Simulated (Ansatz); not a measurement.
# AlN: energy landscapes, part 2 of 2

Aim: for AlN, disturb the structure and relax it again and break the symmetry and see whether a relaxation comes back.

Ansatz 0.2.0; DFT PBE, scalar-relativistic, plane waves, PAW. The steps go on from the part before.

## Step 9: Relaxing from there

Input file input.yaml:

```yaml
crystal:
  lattice:
    - [3.1302395629, 0.0, -5.0179796556]
    - [3.1302395629, 0.0, 5.0179796556]
    - [-3.1302395629, -5.4217339628, 0.0]
  atoms:
    - { symbol: Al, position: [0.8801140823, 0.8490135066, 0.1849081313] }
    - { symbol: Al, position: [0.3211534705, 0.3794091275, 0.1468970143] }
    - { symbol: Al, position: [0.824398343, 0.8221154595, 0.6736132784] }
    - { symbol: Al, position: [0.3785228109, 0.3785339473, 0.6571987126] }
    - { symbol: Al, position: [1.0249261023, 0.4621836684, 0.4165426524] }
    - { symbol: Al, position: [0.4125409664, 0.8502080045, 0.2894230623] }
    - { symbol: Al, position: [0.8932258989, 0.3846717904, 0.7959280157] }
    - { symbol: Al, position: [0.4397027503, 0.920990298, 0.8791126858] }
    - { symbol: "N", position: [0.6906983657, 0.0742355909, 0.1533453546] }
    - { symbol: "N", position: [0.1315169057, 0.4841114964, 0.1243310694] }
    - { symbol: "N", position: [0.6418723069, -0.0056985255, 0.6709946066] }
    - { symbol: "N", position: [0.0616484403, 0.4918648927, 0.6669996463] }
    - { symbol: "N", position: [0.7079446464, 0.544566098, 0.3214912519] }
    - { symbol: "N", position: [0.175203376, 0.1739083368, 0.3514287264] }
    - { symbol: "N", position: [0.6575476415, 0.574348882, 0.8524003908] }
    - { symbol: "N", position: [0.2189838928, 0.1555374265, 0.8153854013] }
basis:
  ecutwfc: 420
kpoints:
  mp_grid: { grid: [6, 6, 6] }
hamiltonian:
  xc: pbe
scf:
  occupations: { method: gaussian, width: 0.05 }
output:
  forces: true
  stress: true
  eigenvalues: true
relax:
  adjacent_minimum: "off"
  f_tol: 0.01
  max_steps: 80
  cell: { stress_tol: 0.1 }
```

On the command line:

```
$ ansatz run input.yaml --threads 2 --pin off --max-ram 5120MiB --backend cpu --events-out ev --progress --plain --runs-dir out
```

The program printed:

```text
Warning: RAYON_NUM_THREADS=2 ignored (pool sized by the plan → 2); use --threads N
Engine: ansatz 0.2.0, x86_64-unknown-linux-gnu
Pseudopotentials: kind: paw
Pseudopotential: Al, paw, valence charge 3, recommended cutoff 420 eV (normal), Al.paw.azcp
Pseudopotential: N, paw, valence charge 5, recommended cutoff 420 eV (normal), N.paw.azcp
Functional definition: PBE
  parameter kappa = 0.804
  parameter beta = 0.06672455060314922
  exchange = pbe_x(kappa = kappa, mu = beta*pi^2/3)
  correlation = pbe_c(beta = beta)
Crystal: 16 atoms, lattice volume = 170.324 Å³
Basis set: ecut = 420 eV, 3357 PW (Γ), exchange–correlation on 80×80×90 points (8 copies of the dense FFT grid, shifted against one another)
Bands: 48, of which v1, the nominal top of the filled ones, is band 32 counted from 1 (31 counted from 0)
Symmetry: 1 space group operations
Space group: P1 (ITA 1), of the structure as read, at distance tolerance 5.5e-5 Å
k-points: 112 of 216 (time reversal used)
Non-local potential: Al, projectors of the file, l = 0: 2, l = 1: 2, l = 2: 1
Non-local potential: N, projectors of the file, l = 0: 2, l = 1: 2, l = 2: 1
PAW form: soft (Blöchl's): semilocal exchange-correlation on the pseudo side does not see the compensation charge
PAW one-centre angular grid: Al, 110 points (default); XC on 64 Gauss nodes
PAW one-centre angular grid: N, 110 points (default); XC on 64 Gauss nodes
Initial density: superposition of atomic densities (neutral atoms: chi_scale 0, normalization atom), corrected by the library's trained network
Initial wavefunctions: pseudopotential atomic-orbital guess
Functional: x = pbe(κ = 0.804, μ = 0.2195149727645171), c = pbe(β = 0.06672455060314922)
SCF iter   1: F=—  HF=-7373.375705 eV  |F-HF|=—  |Δ(HF+E_count)|=         —  Δρ=5.12e-3  dr2=5.21e-2  ethr=1.77e-3  ⟨swp⟩=6.1  Hψ=25605  notcnv=0  defer=509
preconditioner: auto → Resta (q_TF=auto, 2.318 Å⁻¹)  ε∞=4.6  [insulator: Δε(μ)=1.625 eV  Ē_g=11.974 eV  σ=0.050 eV  W_gap=1.00  n_scr=34 (ndim 8)  ℏωp=22.8 eV  f_vac=0.000  D(μ)=0.00/eV (n_scr^D=0)  ε∞_Penn≈4.6]
SCF iter   2: F=—  HF=-7373.369717 eV  |F-HF|=—  |Δ(HF+E_count)|=   5.99e-3  Δρ=2.58e-3  dr2=1.55e-2  ethr=8.14e-5  ⟨swp⟩=1.0  Hψ=6273  notcnv=0  defer=686
SCF iter   3: F=—  HF=-7373.367431 eV  |F-HF|=—  |Δ(HF+E_count)|=   2.29e-3  Δρ=4.58e-4  dr2=6.20e-4  ethr=2.42e-5  ⟨swp⟩=2.6  Hψ=7617  notcnv=0  defer=686
SCF iter   4: F=—  HF=-7373.367281 eV  |F-HF|=—  |Δ(HF+E_count)|=   1.49e-4  Δρ=1.28e-4  dr2=5.02e-5  ethr=9.69e-7  ⟨swp⟩=2.6  Hψ=7585  notcnv=0  defer=686
SCF iter   5: F=—  HF=-7373.367235 eV  |F-HF|=—  |Δ(HF+E_count)|=   4.68e-5  Δρ=3.23e-5  dr2=1.86e-6  ethr=7.84e-8  ⟨swp⟩=2.3  Hψ=6919  notcnv=0  defer=686
SCF iter   6: F=—  HF=-7373.367235 eV  |F-HF|=—  |Δ(HF+E_count)|=   3.77e-8  Δρ=7.92e-6  dr2=1.03e-7  ethr=2.90e-9  ⟨swp⟩=2.1  Hψ=7383  notcnv=0  defer=686
SCF iter   7: F=-7373.367235 eV  HF=-7373.367235 eV  |F-HF|=6.37e-10  |Δ(HF+E_count)|=   1.53e-8  Δρ=1.38e-6  dr2=3.71e-9  ethr=1.56e-10  ⟨swp⟩=12.6  Hψ=27386  notcnv=0
SCF 1 converged in 7 iterations: F = -7373.367235 eV  dr2 = 3.71e-9
relax step   1: F+E_penalty+E_count = -7373.36723462 eV  Δ(F+E_penalty+E_count) = +0.000e0 eV  max|allowed force component| = 1.802e1 eV/Å  Δτ_max = 0.0000 Å  P = +32.225 GPa  Ω = 170.324 Å³  (7 SCF iters, dr2 threshold 1.00e-7 eV, accepted)
Crystal: 16 atoms, lattice volume = 172.337 Å³
Basis set: ecut = 420 eV, 3387 PW (Γ), exchange–correlation on 80×80×90 points (8 copies of the dense FFT grid, shifted against one another)
Initial density: handed on by an earlier stage of this run
Initial wavefunctions: those handed on with the density
SCF iter   1: F=—  HF=-7385.770422 eV  |F-HF|=—  |Δ(HF+E_count)|=         —  Δρ=3.44e-2  dr2=2.08e0  ethr=3.10e-3  ⟨swp⟩=7.1  Hψ=23178  notcnv=0  defer=170
preconditioner: auto → Resta (q_TF=auto, 2.313 Å⁻¹)  ε∞=4.4  [insulator: Δε(μ)=2.379 eV  Ē_g=12.332 eV  σ=0.050 eV  W_gap=1.00  n_scr=38 (ndim 8)  ℏωp=22.6 eV  f_vac=0.000  D(μ)=0.00/eV (n_scr^D=0)  ε∞_Penn≈4.4]
SCF iter   2: F=—  HF=-7385.280525 eV  |F-HF|=—  |Δ(HF+E_count)|=   4.90e-1  Δρ=1.46e-2  dr2=3.73e-1  ethr=3.10e-3  ⟨swp⟩=2.3  Hψ=7672  notcnv=0  defer=1038
SCF iter   3: F=—  HF=-7385.191051 eV  |F-HF|=—  |Δ(HF+E_count)|=   8.95e-2  Δρ=2.26e-3  dr2=6.55e-3  ethr=5.83e-4  ⟨swp⟩=2.3  Hψ=7598  notcnv=0  defer=1038
SCF iter   4: F=—  HF=-7385.190735 eV  |F-HF|=—  |Δ(HF+E_count)|=   3.16e-4  Δρ=3.78e-4  dr2=3.42e-4  ethr=1.02e-5  ⟨swp⟩=2.8  Hψ=8121  notcnv=0  defer=1038
SCF iter   5: F=—  HF=-7385.190902 eV  |F-HF|=—  |Δ(HF+E_count)|=   1.67e-4  Δρ=8.38e-5  dr2=1.71e-5  ethr=5.34e-7  ⟨swp⟩=2.7  Hψ=8990  notcnv=0  defer=1038
SCF iter   6: F=-7385.190902 eV  HF=-7385.190903 eV  |F-HF|=3.61e-7  |Δ(HF+E_count)|=   3.97e-7  Δρ=2.18e-5  dr2=9.84e-7  ethr=2.50e-9  ⟨swp⟩=13.6  Hψ=32161  notcnv=0
SCF 2 converged in 6 iterations: F = -7385.190902 eV  dr2 = 9.84e-7
relax step   2: F+E_penalty+E_count = -7385.19090249 eV  Δ(F+E_penalty+E_count) = -1.182e1 eV  max|allowed force component| = 8.828e0 eV/Å  Δτ_max = 0.1973 Å  P = +11.291 GPa  Ω = 172.337 Å³  energy of the carried Pulay correction = -5.382e-3 eV  (6 SCF iters, dr2 threshold 1.60e-6 eV, accepted)
Crystal: 16 atoms, lattice volume = 170.801 Å³
Basis set: ecut = 420 eV, 3363 PW (Γ), exchange–correlation on 80×80×90 points (8 copies of the dense FFT grid, shifted against one another)
iter 1 solved again at ethr=2.02e-3 eV; its pass at ethr=3.10e-3 eV (dr2=1.30e0 eV) is discarded
SCF iter   1: F=—  HF=-7391.075090 eV  |F-HF|=—  |Δ(HF+E_count)|=         —  Δρ=2.55e-2  dr2=1.30e0  ethr=2.02e-3  ⟨swp⟩=2.0  Hψ=28957  notcnv=0
preconditioner: auto → Resta (q_TF=auto, 2.317 Å⁻¹)  ε∞=4.2  [insulator: Δε(μ)=3.083 eV  Ē_g=12.765 eV  σ=0.050 eV  W_gap=1.00  n_scr=40 (ndim 8)  ℏωp=22.7 eV  f_vac=0.000  D(μ)=0.00/eV (n_scr^D=0)  ε∞_Penn≈4.2]
SCF iter   2: F=—  HF=-7390.726605 eV  |F-HF|=—  |Δ(HF+E_count)|=   3.48e-1  Δρ=1.02e-2  dr2=2.08e-1  ethr=2.02e-3  ⟨swp⟩=3.0  Hψ=9989  notcnv=0
SCF iter   3: F=—  HF=-7390.669379 eV  |F-HF|=—  |Δ(HF+E_count)|=   5.72e-2  Δρ=4.08e-3  dr2=2.74e-2  ethr=3.25e-4  ⟨swp⟩=2.9  Hψ=9455  notcnv=0  defer=467
SCF iter   4: F=—  HF=-7390.664205 eV  |F-HF|=—  |Δ(HF+E_count)|=   5.17e-3  Δρ=1.06e-3  dr2=1.85e-3  ethr=4.28e-5  ⟨swp⟩=2.4  Hψ=7834  notcnv=0  defer=469
SCF iter   5: F=—  HF=-7390.664176 eV  |F-HF|=—  |Δ(HF+E_count)|=   2.94e-5  Δρ=3.16e-4  dr2=1.71e-4  ethr=2.90e-6  ⟨swp⟩=2.6  Hψ=8370  notcnv=0  defer=469
SCF iter   6: F=—  HF=-7390.664313 eV  |F-HF|=—  |Δ(HF+E_count)|=   1.37e-4  Δρ=1.02e-4  dr2=1.75e-5  ethr=2.67e-7  ⟨swp⟩=2.0  Hψ=7869  notcnv=0  defer=469
SCF iter   7: F=-7390.664313 eV  HF=-7390.664314 eV  |F-HF|=5.37e-7  |Δ(HF+E_count)|=   1.11e-6  Δρ=2.95e-5  dr2=1.55e-6  ethr=2.50e-9  ⟨swp⟩=9.7  Hψ=29525  notcnv=0
SCF 3 converged in 7 iterations: F = -7390.664313 eV  dr2 = 1.55e-6
relax step   3: F+E_penalty+E_count = -7390.66431321 eV  Δ(F+E_penalty+E_count) = -5.473e0 eV  max|allowed force component| = 3.885e0 eV/Å  Δτ_max = 0.1948 Å  P = +3.905 GPa  Ω = 170.801 Å³  energy of the carried Pulay correction = -1.282e-3 eV  (7 SCF iters, dr2 threshold 1.60e-6 eV, accepted)
[... 12 lines left out ...]
relax step   4: F+E_penalty+E_count = -7393.09681783 eV  Δ(F+E_penalty+E_count) = -2.433e0 eV  max|allowed force component| = 1.651e0 eV/Å  Δτ_max = 0.1952 Å  P = +2.233 GPa  Ω = 168.561 Å³  energy of the carried Pulay correction = +4.763e-3 eV  (7 SCF iters, dr2 threshold 1.60e-6 eV, accepted)
[... 12 lines left out ...]
relax step   5: F+E_penalty+E_count = -7394.03160498 eV  Δ(F+E_penalty+E_count) = -9.348e-1 eV  max|allowed force component| = 2.147e-2 eV/Å  Δτ_max = 0.1749 Å  P = -0.031 GPa  Ω = 170.293 Å³  energy of the carried Pulay correction = +8.245e-5 eV  (7 SCF iters, dr2 threshold 1.60e-6 eV, accepted)
[... 8 lines left out ...]
relax step   6: F+E_penalty+E_count = -7394.03196151 eV  Δ(F+E_penalty+E_count) = -3.565e-4 eV  max|allowed force component| = 7.656e-4 eV/Å  Δτ_max = 0.0017 Å  P = -0.001 GPa  Ω = 170.277 Å³  energy of the carried Pulay correction = +1.259e-4 eV  (4 SCF iters, dr2 threshold 2.09e-7 eV, accepted)
Initial wavefunctions: pseudopotential atomic-orbital guess (no wavefunctions were taken with the density)
iter 1 solved again at ethr=2.83e-8 eV; its pass at ethr=3.10e-3 eV (dr2=1.81e-5 eV) is discarded
SCF iter   1: F=—  HF=-7394.031664 eV  |F-HF|=—  |Δ(HF+E_count)|=         —  Δρ=1.29e-5  dr2=2.04e-7  ethr=2.83e-8  ⟨swp⟩=3.4  Hψ=41388  notcnv=0
preconditioner: auto → Resta (q_TF=auto, 2.318 Å⁻¹)  ε∞=4.1  [insulator: Δε(μ)=4.036 eV  Ē_g=12.987 eV  σ=0.050 eV  W_gap=1.00  n_scr=34 (ndim 8)  ℏωp=22.8 eV  f_vac=0.000  D(μ)=0.00/eV (n_scr^D=0)  ε∞_Penn≈4.1]
SCF iter   2: F=—  HF=-7394.031861 eV  |F-HF|=—  |Δ(HF+E_count)|=   1.97e-4  Δρ=5.83e-6  dr2=4.47e-8  ethr=3.18e-10  ⟨swp⟩=2.0  Hψ=8960  notcnv=0
SCF iter   3: F=—  HF=-7394.031861 eV  |F-HF|=—  |Δ(HF+E_count)|=   9.42e-9  Δρ=3.18e-6  dr2=1.46e-8  ethr=6.99e-11  ⟨swp⟩=1.0  Hψ=5376  notcnv=0
SCF iter   4: F=—  HF=-7394.031861 eV  |F-HF|=—  |Δ(HF+E_count)|=   6.02e-9  Δρ=9.00e-7  dr2=1.23e-9  ethr=2.28e-11  ⟨swp⟩=2.8  Hψ=9323  notcnv=0
SCF iter   5: F=-7394.031861 eV  HF=-7394.031861 eV  |F-HF|=0.00e0  |Δ(HF+E_count)|=  1.66e-10  Δρ=2.79e-7  dr2=9.06e-11  ethr=1.00e-12  ⟨swp⟩=6.6  Hψ=17264  notcnv=0
SCF 7 converged in 5 iterations: F = -7394.031861 eV  dr2 = 9.06e-11
relax step   7: F+E_penalty+E_count = -7394.03186090 eV  Δ(F+E_penalty+E_count) = +1.006e-4 eV  max|allowed force component| = 7.602e-4 eV/Å  Δτ_max = 0.0000 Å  P = +0.058 GPa  Ω = 170.277 Å³  stress off target by 6.02e-2 GPa  SCF on the basis re-selected at this cell (its energy is not comparable with the rows above)  (5 SCF iters)
basis re-selected at this cell: Δ(F+E_penalty+E_count) = +1.006e-4 eV, ΔP = +0.059 GPa vs the last step (what re-selecting the basis moved, of the pressure what is left beyond the Pulay correction that the steps carried, after the strain that the cell walked since its last selection, with what the two solves' SCF thresholds leave and, on support functions, any second-order correction that the steps lacked; it is no measure of the basis error at this ecutwfc). This SCF's stress stands 6.02e-2 GPa from its target on what of the cell is left free (relax.cell.stress_tol is 1.00e-1 GPa) and its largest allowed force component is 7.60e-4 eV/Å (relax.f_tol is 1.00e-2 eV/Å): within both
SCF converged after 5 iterations
Free energy (F): -7394.031861 eV
Harris-Foulkes:  -7394.031861 eV  (|F-HF|=0.00e0)
Internal energy: -7394.031861 eV  (E = F + TS)
E sigma→0 (E₀):  -7394.031861 eV
Fermi energy:    8.964247 eV
--- Per-component energies (eV) ---
  E_band       = 111.560658
  E_kinetic    = 1269.373505
  E_local      = -1806.232040  (includes V_loc(G=0)·N_el)
  E_nonlocal   = 442.040347
  E_hartree    = 626.509271
  E_xc         = -813.026757
  E_vxc        = -861.554356  (∫ρ·V_xc dr)
  E_paw        = -4760.283055  (= ΣΔE_a)
  E_vpaw       = -185.086107  (= ΣTr[D̂ρ^β])
  E_aug_tail   = 0.000781  (compensation charges beyond the density's cutoff)
  E_ewald      = -2352.413914
  E_smearing   = -0.000000  (= −TS)
  E_closure    = 0.000000  (closes the sum)
  Σ components = -7394.031861   (vs F -7394.031861, Δ=0.00e0)
--- Forces (eV/Å), atoms counted from 1 ---
  atom   1  Al     0.00006533    -0.00010254    -0.00028925
  atom   2  Al    -0.00023446    -0.00007446     0.00030530
  atom   3  Al    -0.00017932    -0.00016472    -0.00042184
  atom   4  Al     0.00047658    -0.00064219    -0.00013960
  atom   5  Al    -0.00018947    -0.00070476    -0.00035876
  atom   6  Al    -0.00015254     0.00008474    -0.00022051
  atom   7  Al     0.00069038     0.00037394    -0.00046519
  atom   8  Al    -0.00024773     0.00002971    -0.00073289
  atom   9  N     -0.00006743     0.00002298     0.00027998
  atom  10  N      0.00020635    -0.00007999    -0.00018336
  atom  11  N      0.00004941     0.00002890     0.00034933
  atom  12  N     -0.00021989     0.00015446     0.00040664
  atom  13  N      0.00001947     0.00011899     0.00022374
  atom  14  N     -0.00017149     0.00035164    -0.00011450
  atom  15  N     -0.00038502     0.00037328     0.00075903
  atom  16  N      0.00034318     0.00023121     0.00058324
  max |Σ_I F_I| component: 1.86e-5 eV/Å
--- Stress (GPa, compression-positive) ---
        0.059842      -0.000316      -0.000818
       -0.000316       0.055251       0.000327
       -0.000818       0.000327       0.057858
  P = ⅓ Tr σ = 0.0577 GPa (0.577 kbar)
--- Band table (eV; the first three rows and the last of 112) ---
  k-point 0: bands = ["-8.1107", "-6.2006", "-6.0320", "-5.8395", "-5.8395", "-5.8394", "-5.8393", "-5.5269", "1.0490", "1.4322", "1.4323", "1.4323", "1.4324", "1.5785", "2.8306", "3.6584", "4.8975", "5.2078", "5.5085", "5.5085", "5.5086", "5.5086", "5.6038", "5.6039", "5.6039", "5.6040", "6.1036", "6.1038", "6.2668", "6.7431", "6.7433", "6.9462", "10.9823", "12.1979", "12.1979", "12.1979", "12.1980", "12.7086", "12.7153", "13.4617", "14.9721", "16.0956", "16.0957", "16.0957", "16.0958", "17.0810", "17.4013", "17.7525"]
  k-point 1: bands = ["-8.0241", "-6.4343", "-5.9830", "-5.8458", "-5.8457", "-5.8457", "-5.8456", "-5.4879", "1.1528", "1.5581", "1.5582", "1.5582", "1.5583", "1.8237", "3.0382", "3.2851", "4.9601", "5.0141", "5.0142", "5.0142", "5.0143", "5.5498", "5.6958", "5.8515", "5.8516", "5.8516", "5.8517", "5.9892", "6.3039", "6.3281", "6.7298", "6.9090", "11.4056", "12.4833", "12.4833", "12.4833", "12.4834", "12.8361", "12.9386", "13.8291", "14.9175", "16.2153", "16.2154", "16.2154", "16.2155", "17.0483", "17.0732", "17.3866"]
  k-point 2: bands = ["-7.7721", "-6.9006", "-5.8584", "-5.8584", "-5.8583", "-5.8583", "-5.8492", "-5.5248", "1.4588", "1.8665", "1.8665", "1.8666", "1.8666", "2.4975", "2.6058", "3.6590", "4.3719", "4.3720", "4.3720", "4.3721", "4.7018", "5.1396", "5.4571", "5.7195", "5.9630", "5.9630", "5.9631", "5.9631", "6.0940", "6.4053", "6.6625", "6.7773", "12.2691", "13.1053", "13.1208", "13.1208", "13.1208", "13.1209", "13.5925", "14.5260", "14.7514", "16.0349", "16.1426", "16.1427", "16.1428", "16.1428", "16.6044", "17.1186"]
  k-point 111: bands = ["-6.6343", "-6.6342", "-6.6342", "-6.6341", "-6.2910", "-6.2910", "-5.4511", "-5.4510", "2.4162", "2.4163", "2.9134", "2.9134", "2.9723", "2.9724", "2.9724", "2.9724", "3.4789", "3.4790", "4.1244", "4.1244", "5.1780", "5.1780", "5.3720", "5.3720", "5.3721", "5.3721", "5.5374", "5.5375", "5.9272", "5.9272", "5.9273", "5.9274", "12.6593", "12.6593", "13.3903", "13.3904", "13.3904", "13.3904", "14.7046", "14.7047", "15.7136", "15.7136", "16.3075", "16.3076", "16.3077", "16.3077", "16.6141", "16.6141"]
--- Relaxed structure (6 steps of the walk, 6 accepted, 1 SCFs on fresh bases) ---
  F+E_penalty+E_count = -7394.03186090 eV   max|allowed force component| = 7.602e-4 eV/Å   (the final SCF, on the basis selected at the relaxed cell)
  cell:  # Å, volume = 170.2767 Å³
    - [3.129897621416444, 2.125206261971366e-5, -5.017514219642769]
    - [3.1299376697680397, -1.0873641973958621e-5, 5.017539201994871]
    - [-3.129926633568172, -5.421295621666987, 4.864117875068926e-6]
  atoms:
    - { symbol: Al, position: [0.8324680211394478, 0.8341995197130416, 0.16666406601228995] }
    - { symbol: Al, position: [0.3324746927939552, 0.33419949802709026, 0.16666625624512052] }
    - { symbol: Al, position: [0.8324658314164489, 0.834196011822602, 0.6666654386043338] }
    - { symbol: Al, position: [0.33246137848535057, 0.3341913911543369, 0.6666624824613046] }
    - { symbol: Al, position: [0.9158027098711624, 0.4175327317882753, 0.33332875083468044] }
    - { symbol: Al, position: [0.4158042694681574, 0.9175351110210932, 0.3333342602906707] }
    - { symbol: Al, position: [0.9157968158577426, 0.41752741389236947, 0.833336692824389] }
    - { symbol: Al, position: [0.4157977653577412, 0.9175314729070371, 0.8333327025353803] }
    - { symbol: N, position: [0.6416984059025915, 0.024969943796002925, 0.16666422259695354] }
    - { symbol: N, position: [0.1416974819445521, 0.5249695997532164, 0.1666648182049277] }
    - { symbol: N, position: [0.6416953371125437, 0.024964139672843944, 0.6666651785713829] }
    - { symbol: N, position: [0.1416969986565837, 0.5249660674918626, 0.666665770026556] }
    - { symbol: N, position: [0.7250363226138841, 0.6083070589722677, 0.33333610080342096] }
    - { symbol: N, position: [0.2250355335186281, 0.10830938047305483, 0.3333379108830004] }
    - { symbol: N, position: [0.7250371121057856, 0.6083020171577531, 0.8333380029023936] }
    - { symbol: N, position: [0.22503132365542577, 0.1082986423571527, 0.8333373463031954] }
```

Wall time 4.6 min (2 threads of Intel Xeon Platinum 8259CL at 2.50GHz (Skylake/Cascade Lake), shared host); peak memory 1 GiB.

Step by step:

```
step  E - E(step 1) (eV/cell)  largest force component (eV/Å)  pressure (GPa)  volume (Å³)
   1                   0.0000                         18.0174           32.23       170.32
   2                 -11.8237                          8.8280           11.29       172.34
   3                 -17.2971                          3.8850            3.91       170.80
   4                 -19.7296                          1.6507            2.23       168.56
   5                 -20.6644                          0.0215           -0.03       170.29
   6                 -20.6647                          0.0008            0.00       170.28
   7                 -20.6646                          0.0008            0.06       170.28
```

Step 1 is the start. Step 7 repeats the geometry before it on a plane-wave basis chosen anew for that cell, so its energy need not be comparable with the rows above.

|  | before | after | change |
| --- | --- | --- | --- |
| a (Å) | 5.914 | 5.914 | 0.0 % |
| b (Å) | 5.914 | 5.914 | 0.0 % |
| c (Å) | 6.260 | 6.260 | 0.0 % |
| volume (Å³/atom) | 10.65 | 10.64 | 0.0 % |
| shortest distance (Å) | 1.435 | 1.902 | +32.5 % |
| space group (0.01 Å) | P1 | P6_3mc | changed |

## Step 10: Summary of results

The summary covers parts 1 to 2. Changes of volume or cell count from the first structure of part 1.

```
                                                                           quantity                                        value
                  cost of the disturbance (test of stability by relaxation, step 3)                                 6.2 meV/atom
end of the relaxation, from the reference (test of stability by relaxation, step 3)                                +0.0 meV/atom
                        final space group (test of stability by relaxation, step 3)  P6_3mc (tolerance 0.05 Å; reference P6_3mc)
                            volume change (test of stability by relaxation, step 3)                                      +0.01 %
                    cost of the disturbance (symmetry broken, then relaxed, step 7)                              1291.5 meV/atom
  end of the relaxation, from the reference (symmetry broken, then relaxed, step 7)                                -0.0 meV/atom
                          final space group (symmetry broken, then relaxed, step 7)  P6_3mc (tolerance 0.05 Å; reference P6_3mc)
                              volume change (symmetry broken, then relaxed, step 7)                                      -0.03 %
```

What this shows: Test of stability by relaxation, step 3: the relaxation returns to the undisturbed structure, within 1.5 meV/atom: a sign of a true local minimum against this disturbance. Symmetry broken, then relaxed, step 7: it comes back to the reference (within 1.5 meV/atom), so the structure resists this disturbance. Where forces pass 15 eV/Å atoms stand far too close, the PAW spheres overlap strongly and those numbers are rough. Measured lattice constant a of AlN: 3.11197 Å (a printed reference work, monograph). This calculation gives 3.130 Å (+0.6 %). That is the cell relaxed with PBE. Measured lattice constant c of AlN: 4.9808 Å (quoted in “Self-assembly of well-separated AlN nanowires directly on sputtered metallic TiN films”, 2019, arxiv:1910.07391). This calculation gives 5.019 Å (+0.8 %). The calculation is for a static lattice.
